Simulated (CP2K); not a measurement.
## MgTe in CP2K: the effect of functional

Crystal: MgTe.

```
CELL_PARAMETERS angstrom
4.57074 0.00000 0.00000
2.28537 3.95837 0.00000
2.28537 1.31946 3.73199
ATOMIC_POSITIONS crystal
Te 0.25000 0.25000 0.25000
Mg 0.00000 0.00000 0.00000
```

The cell comes from a database or a generator and needn't be the stable form of this composition.

Alike in all runs:

| Property | Result |
| --- | --- |
| Program | CP2K 2026.2 |
| Task | single point |
| Potentials or basis | POTENTIAL_UZH Te GTH-PBE-q6, Mg GTH-PBE-q10; TZVP-MOLOPT-PBE-GTH basis |
| Density cutoff | 19048 eV |
| k mesh | 7 × 7 × 7 |
| Occupations | fermi-dirac, width 0.05 eV |
| Spin | no spin polarisation |

Problem. One run gave: gap on the mesh 4.23 eV; pressure 4.9 GPa. Which functional did it use?
A. vdW-DF2
B. TASK
C. optB88-vdW
D. BLYP
E. PBEsol

Solution. B.

| functional | gap on the mesh (eV) | pressure (GPa) |
| --- | --- | --- |
| LDA | 1.98 | 0.2 |
| PBEsol | 2.10 | 0.9 |
| vdW-DF2 | 2.33 | 2.3 |
| optB88-vdW | 2.26 | 1.2 |
| BLYP | 2.37 | 2.7 |
| TASK | 4.23 | 4.9 |

Caveats: the potentials were made for another functional, which shifts forces and pressure; spin-orbit coupling is left out, which moves the levels of the heavy elements; the basis of atomic orbitals isn't converged, which shifts pressures, moduli and gaps.

Runs at the PBE level aren't shown here.
